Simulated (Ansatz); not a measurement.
## Convergence of Al2Cu with the plane-wave cutoff

Computed with DFT r2SCAN, scalar-relativistic, plane waves, PAW in Ansatz 0.2.0.

```
Al Cu
1.0
     4.10518    0.00000    0.00000
     0.00000    4.10518    0.00000
     0.00000    0.00000    2.89131
Al Cu
2 1
Direct
  0.50000 0.00000 0.50000
  0.00000 0.50000 0.50000
  0.00000 0.00000 0.00000
```

```json
{
 "Γ-centred k-mesh": "10×10×14",
 "occupation rule": "Gaussian smearing, 0.1 eV",
 "spin treatment": "unpolarised",
 "valence charge of the PAW sets": "Al 3, Cu 19"
}
```

The atoms stay fixed while the plane-wave cutoff is varied. ΔE is the energy extrapolated to zero smearing, less that of the reference run (850 eV). The cell isn't necessarily relaxed at this level. Pressure is positive in compression and holds a correction for the finite cutoff (Pulay stress).

Times are rough; the reference took 62 s on 1 thread of Intel(R) Xeon(R) Processor @ 2.50GHz (Skylake/Cascade Lake) (shared host), peak memory 0.78 GiB.

Q: Tried: 150, 200, 250, 300, 350, 380, 460, 500, 520, 600, 700, 850 eV. From which plane-wave cutoff on does the energy per atom stay within 100, 10 and 1 meV of the reference?

A: 350 for 100 meV, 350 for 10 meV, 500 for 1 meV. The reference itself isn't shown to be converged.

```csv
cutoff (eV),ΔE (meV/atom),P (GPa),plane waves at Γ,wall time (s)
150,30227,16.92,189,12
200,5402,-2.10,323,13
250,915,-0.55,431,11
300,112,-1.51,557,16
350,9.90,-2.10,737,30
380,3.67,-2.16,825,21
460,1.11,-2.16,1067,30
500,0.67,-2.16,1243,38
520,0.54,-2.16,1339,37
600,0.31,-2.16,1623,45
700,0.17,-2.16,2045,47
850,0.00,-2.16,2713,62
```